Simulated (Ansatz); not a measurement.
Reactions of H$_{7}$NO$_{3}$Si$_{2}$, SMILES `O[SiH2]N[SiH](O)O`.

Gas-phase electronic energies from Ansatz, PBE0-D4/def2-TZVP geometries. CCSD(T)/CBS adds triple-zeta CCSD(T) − MP2 to the extrapolated MP2 energy (def2 sets, frozen cores). This one scheme is used for every species. Open shells (•) are unrestricted, without spin–orbit coupling. Elements past krypton have def2 core potentials. For Ge, Te outer-core shells are correlated without core-valence functions, which leaves a few kJ/mol of doubt a bond. Scalar relativity is left out up to krypton. One conformer a species, not always the lowest.

```
                                                                                 reaction  HF/CBS(def2) (kJ/mol)  CCSD(T)/CBS(def2) (kJ/mol)
`O[SiH2]N[SiH](O)O` + `F[Si]([SiH3])(Cl)Cl` → `O[SiH](O)[Si](F)(Cl)Cl` + `O[SiH2]N[SiH3]`                     43                          51
                               `O[SiH2]N[SiH](O)O` + H₂Te → `O[SiH2][TeH]` + `N[SiH](O)O`                     24                          16
                                    `O[SiH2]N[SiH](O)O` + CH₄ → `C[SiH](O)N[SiH2]O` + H₂O                    136                         118
               `O[SiH2]N[SiH](O)O` + `C[NH][GeH3]` → `C[N]([GeH3])[SiH2]O` + `N[SiH](O)O`                      9                           3
                                    `O[SiH2]N[SiH](O)O` + CH₄ → `C[SiH2]N[SiH](O)O` + H₂O                    127                         114
          `O[SiH2]N[SiH](O)O` + `C=C1[SiH2]C1Cl` → `O[SiH2]N[SiH](O)Cl` + `C=C1[SiH2]C1O`                    160                         111
                                        `O[SiH2]N[SiH](O)O` → `[NH][SiH2]O`• + `O[SiH]O`•                    403                         535
                  `O[SiH2]N[SiH](O)O` + `C[SiH](N)O` → `C[SiH](O)N[SiH2]O` + `N[SiH](O)O`                      1                           1
                            `O[SiH2]N[SiH](O)O` + `CCC=O` → `CC[SiH](O)O` + `O=CN[SiH2]O`                     38                          32
                                    `O[SiH2]N[SiH](O)O` + H–F → `O[SiH2]N[SiH](O)F` + H₂O                    -54                         -40
```

Largest T1 diagnostic: 0.023, for `C=C1[SiH2]C1O`.
